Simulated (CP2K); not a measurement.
HfO2 under changes of volume

One of the cells (11.532 Å³/atom); the others are scaled copies at fixed shape and fractional positions:

```
Hf O
1.0
     5.11800    0.00000    0.00000
     0.00000    5.18570    0.00000
    -0.85866    0.00000    5.21387
Hf O
4 8
Cartesian
  0.8021 2.3870 3.6914
  3.0279 4.9798 4.1294
  3.4573 2.7987 1.5224
  1.2314 0.2059 1.0845
  -0.3473 0.8733 4.4146
  4.1773 3.4661 3.4062
  4.6066 4.3124 0.7993
  0.0821 1.7196 1.8076
  1.4549 3.8473 5.1101
  2.3751 1.2544 2.7107
  2.8045 1.3384 0.1038
  1.8842 3.9313 2.5032
```

| Quantity | Value |
| --- | --- |
| Program | CP2K 2026.2 |
| Functional | PBE |
| Potentials or basis | POTENTIAL_UZH Hf GTH-PBE-q12, O GTH-PBE-q6; TZVP-MOLOPT-PBE-GTH basis |
| Density cutoff | 8163 eV |
| k mesh | 5 × 5 × 5 |
| Occupations | fermi-dirac, width 0.05 eV |
| Spin | no spin polarisation |

| volume (Å³/atom) | energy over the lowest point (meV/atom) | pressure (GPa) | gap on the mesh (eV) | largest force (eV/Å) |
| --- | --- | --- | --- | --- |
| 10.840 | 33.52 | 16.5 | 4.42 | 0.572 |
| 11.070 | 14.18 | 10.4 | 4.34 | 0.505 |
| 11.301 | ? | ? | ? | ? |
| 11.532 | 0.00 | 0.0 | 4.20 | 0.377 |
| 11.762 | 3.30 | -4.5 | 4.13 | 0.342 |
| 11.993 | 12.05 | -8.5 | 4.06 | 0.327 |
| 12.223 | 26.92 | -12.1 | 3.99 | 0.399 |

Problem. What does the run at 11.301 Å³/atom give?

Solution. Energy over the lowest point 3.18 meV/atom; pressure 4.9 GPa; gap on the mesh 4.27 eV; largest force 0.448 eV/Å.

Worked out: A Birch-Murnaghan fit of order 3 (a polynomial in V^(-2/3)) to the other rows has its minimum at 11.53 Å³/atom with B0 = V·E''(V) = 231 GPa and B' = 4.5 at fixed shape and positions, which overstates the stiffness. It gives 3.38 meV/atom at 11.301 Å³/atom, against the run's 3.18, and -dE/dV = 4.9 GPa, against 4.9. A straight line through the other rows of the gap, of slope -3.55 eV per unit of ln V, gives 4.27 eV, against the run's 4.27.

Energies are extrapolated to zero smearing.

Caveats: spin-orbit coupling is left out, which moves the levels of the heavy elements; an odd mesh through Γ misses points on the zone boundary, where band edges often lie; the basis of atomic orbitals isn't converged, which shifts pressures, moduli and gaps.
